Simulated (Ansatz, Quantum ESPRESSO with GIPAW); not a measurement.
# Solid-state NMR of KF by GIPAW

Aim: the magnetic shielding of every site in KF.

Method: DFT, PBE, plane-wave PAW (pslibrary 1.0.0 recipes), scalar-relativistic, GIPAW; a patched development version of the program, in Quantum ESPRESSO with GIPAW 8.0dev (patched build).

### 1. Starting point

The structure is cubic, space group Pm-3m (No. 221). The conventional cell has a = 3.259 Å, b = 3.259 Å, c = 3.259 Å, α = 90.00°, β = 90.00°, γ = 90.00°. Nearest to K lie 8 F at 2.82 Å. Nearest to F lie 8 K at 2.82 Å. Farther neighbours and most contacts between anions are not listed.

The cell is a computed entry of the Materials Project; it need not be the form that is stable at ambient conditions.

### 2. Ground state

GIPAW is a response on top of the ground state, so the wavefunctions come first. Their errors pass straight into the induced current, hence the tight threshold. No empty states are asked for: the response is solved without them. The mesh has a spacing of 0.39 Å⁻¹ at most. The PAW files were made with ld1.x from the pslibrary 1.0.0 recipes, with GIPAW reconstruction switched on.

The input, scf.in:

```
&control
  calculation = 'scf'
  prefix = 'x'
  outdir = './tmp/'
  pseudo_dir = './'
/
&system
  ibrav = 0
  nat = 2
  ntyp = 2
  ecutwfc = 55
  ecutrho = 330
  nbnd = 8
/
&electrons
  conv_thr = 1.0d-10
  mixing_beta = 0.7
  electron_maxstep = 100
/
ATOMIC_SPECIES
  K 39.098 K.pbe-spn-kjpaw_psl.1.0.0-gipaw.UPF
  F 18.998 F.pbe-n-kjpaw_psl.1.0.0-gipaw.UPF
CELL_PARAMETERS angstrom
  3.25895500 0.00000000 0.00000000
  0.00000000 3.25895500 0.00000000
  0.00000000 0.00000000 3.25895500
ATOMIC_POSITIONS crystal
  K 0.00000000 0.00000000 0.00000000
  F 0.50000000 0.50000000 0.50000000
K_POINTS automatic
  5 5 5 1 1 1
```

On the command line:

```sh
$ mpirun -np 2 pw.x -nk 2 -in scf.in > scf.out
```

Log:

```text
using ibrav=0 with symmetry is DISCOURAGED, use correct ibrav instead

     bravais-lattice index     =            0
     lattice parameter (alat)  =       6.1585  a.u.
     unit-cell volume          =     233.5779 (a.u.)^3
     number of atoms/cell      =            2
     number of atomic types    =            2
     number of electrons       =        16.00
     number of Kohn-Sham states=            8
     kinetic-energy cutoff     =      55.0000  Ry
     charge density cutoff     =     330.0000  Ry
     scf convergence threshold =      1.0E-10
     mixing beta               =       0.7000
     number of iterations used =            8  plain     mixing
     Exchange-correlation= SLA-PW-PBX-PBC
                           (   1   4   3   4   0   0   0)
[...]
K                 9.00    39.09800     K ( 1.00)
     F                 7.00    18.99800     F ( 1.00)

     48 Sym. Ops., with inversion, found
[...]
number of k points=    10
[...]
Dense  grid:    23703 G-vectors     FFT dimensions: (  36,  36,  36)

     Smooth grid:    12965 G-vectors     FFT dimensions: (  30,  30,  30)

     Check: negative core charge=   -0.000003

     Initial potential from superposition of free atoms

     starting charge      15.9812, renormalised to      16.0000
     Starting wfcs are   12 randomized atomic wfcs

     Self-consistent Calculation

     iteration #  1     ecut=    55.00 Ry     beta= 0.70
     Davidson diagonalization with overlap
     ethr =  1.00E-02,  avg # of iterations =  1.1

     total energy              =    -172.45615552 Ry
     estimated scf accuracy    <       0.28587530 Ry

     iteration #  2     ecut=    55.00 Ry     beta= 0.70
     Davidson diagonalization with overlap
     ethr =  1.79E-03,  avg # of iterations =  3.5

     total energy              =    -172.50266036 Ry
     estimated scf accuracy    <       0.48001284 Ry

     iteration #  3     ecut=    55.00 Ry     beta= 0.70
     Davidson diagonalization with overlap
     ethr =  1.79E-03,  avg # of iterations =  2.2

     total energy              =    -172.59922845 Ry
     estimated scf accuracy    <       0.00152892 Ry

[...]
total energy              =    -172.60115447 Ry
[...]
iteration # 15     ecut=    55.00 Ry     beta= 0.70
     Davidson diagonalization with overlap
     ethr =  5.08E-11,  avg # of iterations =  2.1

     total energy              =    -172.60115447 Ry
     estimated scf accuracy    <          2.6E-10 Ry

     iteration # 16     ecut=    55.00 Ry     beta= 0.70
     Davidson diagonalization with overlap
     ethr =  1.64E-12,  avg # of iterations =  3.6

     End of self-consistent calculation
     [one-electron energies left out]

!    total energy              =    -172.60115447 Ry
     total all-electron energy =     -1404.252583 Ry
     estimated scf accuracy    <          2.5E-11 Ry

     The total energy is the sum of the following terms:
     one-electron contribution =     -34.91701614 Ry
     hartree contribution      =      26.18935150 Ry
     xc contribution           =     -20.98004213 Ry
     ewald contribution        =     -76.29944504 Ry
     one-center paw contrib.   =     -66.59400266 Ry

     convergence has been achieved in  16 iterations
[...]
JOB DONE.
```

Wall time 6.2 s (2 MPI ranks of Arm Neoverse V2, shared host); peak memory 0.26 GiB.

It converged in 16 cycles to an estimated accuracy of 3e-11 Ry, on 10 irreducible k-points.

### 3. GIPAW: job nmr

A uniform field breaks periodicity, so gipaw.x applies it as a wave of small q and takes the limit. It solves for the first-order states, builds the induced current and gets the field at each nucleus by Biot–Savart; the PAW spheres add what the smooth waves miss near the nuclei. pawproj makes the reconstruction use the PAW data sets' own projectors.

The input, nmr.in:

```
&inputgipaw
  job = 'nmr'
  prefix = 'x'
  tmp_dir = './tmp/'
  restart_mode = 'from_scratch'
  verbosity = 'low'
  q_gipaw = 0.01
  spline_ps = .true.
  conv_threshold = 1.0d-14
  use_nmr_macroscopic_shape = .true.
  pawproj(1) = .true.
  pawproj(2) = .true.
/
```

On the command line:

```sh
$ mpirun -np 2 gipaw.x -nk 2 -in nmr.in > nmr.out
```

Log:

```text
[banner, memory and clock lines left out]
[a note of our patched build left out]

     Parallelizing q-star over 1 images

     IMPORTANT: XC functional enforced from input :
     Exchange-correlation= PBE
                           (   1   4   3   4   0   0   0)
     Any further DFT definition will be discarded
     Please, verify this is what you really want

     Check: negative core charge=   -0.000003
[...]
projs nearly linearly dependent: l=0  n1,n2= 1, 2  s=  0.99585241
[...]
alpha_pv=     53.7254 eV

     spline_ps is .false., expect some extrapolation errors

     q-space interpolation up to    66.00 Rydberg

     GIPAW job: nmr
     NMR macroscopic correction: yes
             0.6667          0.0000          0.0000
             0.0000          0.6667          0.0000
             0.0000          0.0000          0.6667
[...]
Computing the magnetic susceptibility     isolve=0    ethr=  0.1000E-13
     Starting from scratch
     k-point #    1 of     5      pool #  1    cpu time:       1.1
[...]
End of magnetic susceptibility calculation

     f-sum rule (1st term):
           -15.3463          0.0000          0.0000
             0.0000        -15.3463          0.0000
             0.0000          0.0000        -15.3463

     f-sum rule (2nd term):
            -0.4645          0.0000          0.0000
             0.0000         -0.4645          0.0000
             0.0000          0.0000         -0.4645

     f-sum rule (should be   -15.8070):
           -15.8109          0.0000          0.0000
             0.0000        -15.8109          0.0000
             0.0000          0.0000        -15.8109

[... susceptibilities left out ...]
     Contributions to the NMR chemical shifts: -------------------------------

     Macroscopic shape contribution in ppm:                    9.19
             9.1862         -0.0000         -0.0000
            -0.0000          9.1862         -0.0000
            -0.0000         -0.0000          9.1862

     Core contribution in ppm:

     Atom  1  K   pos: (  0.000000  0.000000  0.000000)  core sigma:        1193.41
     Atom  2  F   pos: (  0.500000  0.500000  0.500000)  core sigma:         306.42

     Bare contribution in ppm:

     Atom  1  K   pos: (  0.000000  0.000000  0.000000)  bare sigma:         118.89
[...]
Atom  2  F   pos: (  0.500000  0.500000  0.500000)  bare sigma:          87.61
[...]
Diamagnetic contribution in ppm:

     Atom  1  K   pos: (  0.000000  0.000000  0.000000)  dia sigma:          -4.07
[...]
Atom  2  F   pos: (  0.500000  0.500000  0.500000)  dia sigma:          42.77
[...]
Paramagnetic contribution in ppm:

     Atom  1  K   pos: (  0.000000  0.000000  0.000000)  para sigma:        -224.83
[...]
Atom  2  F   pos: (  0.500000  0.500000  0.500000)  para sigma:         164.91
[...]
Paramagnetic US occ-occ contribution in ppm:

     Atom  1  K   pos: (  0.000000  0.000000  0.000000)  para_oo sigma:          -0.95
[...]
Atom  2  F   pos: (  0.500000  0.500000  0.500000)  para_oo sigma:           0.66
[...]
Paramagnetic US L_R Q_R contribution in ppm:

     Atom  1  K   pos: (  0.000000  0.000000  0.000000)  para_lq sigma:         104.97
[...]
Atom  2  F   pos: (  0.500000  0.500000  0.500000)  para_lq sigma:        -317.23
[...]
Total NMR chemical shifts in ppm: ---------------------------------------
     (adopting the Simpson convention for anisotropy and asymmetry)-----------

     Atom  1  K   pos: (  0.000000  0.000000  0.000000)  Total sigma:        1196.61
          1196.6075          0.0000          0.0000
             0.0000       1196.6075          0.0000
             0.0000          0.0000       1196.6075

     K       1    anisotropy:      0.00    eta:    0.0000
[...]
Atom  2  F   pos: (  0.500000  0.500000  0.500000)  Total sigma:         294.33
           294.3267          0.0000          0.0000
             0.0000        294.3267         -0.0000
             0.0000          0.0000        294.3267

     F       2    anisotropy:     -0.00    eta:    0.0000
[...]
```

It took 18 s on 2 MPI ranks; peak memory 0.16 GiB.

The f-sum rule is met to 0.0039 of 15.8 (0.02 %). Converged shieldings require that this miss be small, but a small miss does not prove them.

From the symmetric part of each tensor, with principal values σ11 ≤ σ22 ≤ σ33: σ_iso is their mean, the span is σ33 − σ11 and the skew 3(σ_iso − σ22)/span. (gipaw.x prints an anisotropy in another convention.)

```
site  atom no.  atoms in cell  σ_iso (ppm)  span (ppm)  skew
   K         1              1       1187.4         0.0     -
   F         2              1        285.1         0.0     -
```

The printed totals hold a macroscopic shape term of 9.2 ppm, which is taken off the shieldings here and below (some reference lines add a sphere's term back, as they say). It is the term of a spherical sample, from the valence susceptibility, a rough estimate, since the susceptibility converges slowly and lacks part of the PAW terms. Differences within the crystal don't depend on it, but shieldings of different compounds can't be compared to better than a few ppm without it.

K and F sit on cubic site symmetry, where the tensor must be isotropic.

The quadrupolar nuclei (39K) sit on sites where the field gradient vanishes by symmetry, so they have no quadrupolar coupling.

### 4. NMR parameters by site

Spectra are read against a reference compound, and shifts rise as shieldings fall. A slope other than one corrects for the functional's tendency to overstate or understate differences of shielding.

Reference lines, from the same functional and files: 19F: δ = (120.8 − σ) / 1.162, zero at CFCl3, fitted to 6 measured values, from BaF2, CdF2, LiF, MgF2, NaF and ZnF2, with a scatter of 4.6 ppm r.m.s. (this compound left out) (CaF2 fall off this line, as semilocal functionals put their cations' empty d or f shells too low, and are left out), on σ without the shape term. Kinds of site that fitted badly were split off after the misses were seen, so the scatter is that of the points kept.

Covalently bonded atoms count as neighbours within 1.18 times the sum of their radii. Otherwise a cation's neighbours lie within 1.2 times its shortest bond (1.3 for large cations, each anion's radius taken off where they differ), and an anion's are the cations that count it.

```
site  atom no.  atoms in cell  surroundings  bonds (Å)  δ_iso (ppm)
   K         1              1           KF8      2.822            -
   F         2              1   bound to K8      2.822       -141.4
```

Simulated spectrum, 19F MAS at 40 kHz, 16.4 T (657.3 MHz), lines broadened by 2 ppm; rigid lattice, with dipolar and J couplings left out: a single narrow line at -141.4 ppm.

### 5. Cost against result

Each row names what was changed: the other centring of the mesh tests the sampling; another mesh tests the sampling of the zone; another cutoff tests the basis; another cell volume at fixed fractional coordinates shows the pull of bond length.

Changes of σ_iso (ppm) against the run above (PBE, cutoffs 55 and 330 Ry, mesh 5×5×5, 48 s). Times are CPU times of pw.x and gipaw.x together, on 2 MPI ranks of Arm Neoverse V2, shared host; on a shared host they are rough. A run is marked as doubtful where the f-sum miss passes 0.015 electrons, or that much for each three atoms in larger cells (with Tl, Pb, Hg, Bi or Sn a third of that, or a mesh spacing over 0.26 Å⁻¹), or where the susceptibility is unphysically large.

```
                           run  CPU time  f-sum miss     K     F
                mesh through Γ      51 s      0.0045  -0.4  -1.0
                    mesh 7×7×7      81 s      0.0042  -0.2  -0.4
cutoffs 35 and 320 Ry (marked)      26 s       0.045  -4.0  +3.6
                volume × 0.960      46 s      0.0038  -9.0  -8.0
```

The largest move is -9.0 ppm, on K, from volume × 0.960.

### 6. What came out

| Property | Result |
| --- | --- |
| 19F shift | -141.4 ppm |
| 39K shielding without shape term | 1187.4 ppm |

**Reading.** 19F has one site (bound to K8), with isotropic shift -141.4 ppm. Going to mesh 7×7×7 changes no isotropic shielding by more than 0.45 ppm, so the main run is converged in that respect. A higher cutoff was not carried through on these files. This build of gipaw.x prints that it is not audited and that its numbers are no references by themselves. It also reports spline_ps as false although the input sets it; why was not traced.

[Banner, clock, file and message-heading lines were taken out of the pw.x and gipaw.x logs.]

[Logs are printed without paths, hosts, clocks, repeated set-up lines and the standing remarks that a program may print on its own settings, such as how far it seeks lower states.]

[Hosts, paths, dates, database ids (printed as entryN), source tags and the programs' standing remarks are cut or masked in the printed files.]

[Where no reference line passes its bar on scatter, no shift is given, so a measured shift of this compound may stand uncompared.]
